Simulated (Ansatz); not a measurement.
# MnSb under changes of volume

One of the cells (21.552 Å³/atom); the others are scaled copies at fixed shape and fractional positions:

```
CELL_PARAMETERS angstrom
4.15000 0.00000 0.00000
-2.07500 3.59401 0.00000
0.00000 0.00000 5.78000
ATOMIC_POSITIONS crystal
Sb 0.66667 0.33333 0.75000
Sb 0.33333 0.66667 0.25000
Mn 0.00000 0.00000 0.50000
Mn 0.00000 0.00000 0.00000
```

| Item | Value |
| --- | --- |
| Program | Ansatz 0.2.0 |
| Functional | PBEsol |
| Potentials or basis | Ansatz PAW |
| Cutoff | 420 eV (not typed: the program's choice for these potentials) |
| k mesh | 7 × 7 × 5 |
| Occupations | fermi-dirac, width 0.05 eV |
| Spin | non-collinear spin, ferromagnetic start, spin-orbit coupling |
| Starting moments | [[0.0, 0.0, 0.0], [0.0, 0.0, 0.0], [4.0, 0.0, 0.0], [4.0, 0.0, 0.0]] μB |

```csv
volume (Å³/atom),energy over the lowest point (meV/atom),pressure (GPa),moment (μB per cell)
20.259,0.00,-4.3,6.33
20.690,13.02,-5.4,6.46
21.121,28.69,-6.3,6.59
21.552,46.78,-7.1,6.71
21.983,66.77,-7.7,6.84
22.414,88.33,-8.3,6.95
22.845,?,?,?
```

Problem. What does the run at 22.845 Å³/atom give?

Solution. Energy over the lowest point 111.41 meV/atom; pressure -8.9 GPa; moment 7.06 μB per cell.

Worked out: A Birch-Murnaghan fit of order 3 (a polynomial in V^(-2/3)) to the other rows has no minimum within the range. It gives 111.23 meV/atom at 22.845 Å³/atom, against the run's 111.41, and -dE/dV = -8.7 GPa, against -8.9. A straight line through the other rows of the moment, of slope 0.289 μB per Å³/atom, extrapolates to 7.08 μB, against the run's 7.06.

Energies are extrapolated to zero smearing.

Caveats: only a ferromagnetic start was run, and an antiferromagnetic order may lie lower in energy; the PAW data sets come from PBE, with cores solved anew for the run's functional, which leaves a small shift of forces and pressure; the thresholds are loose for stress.
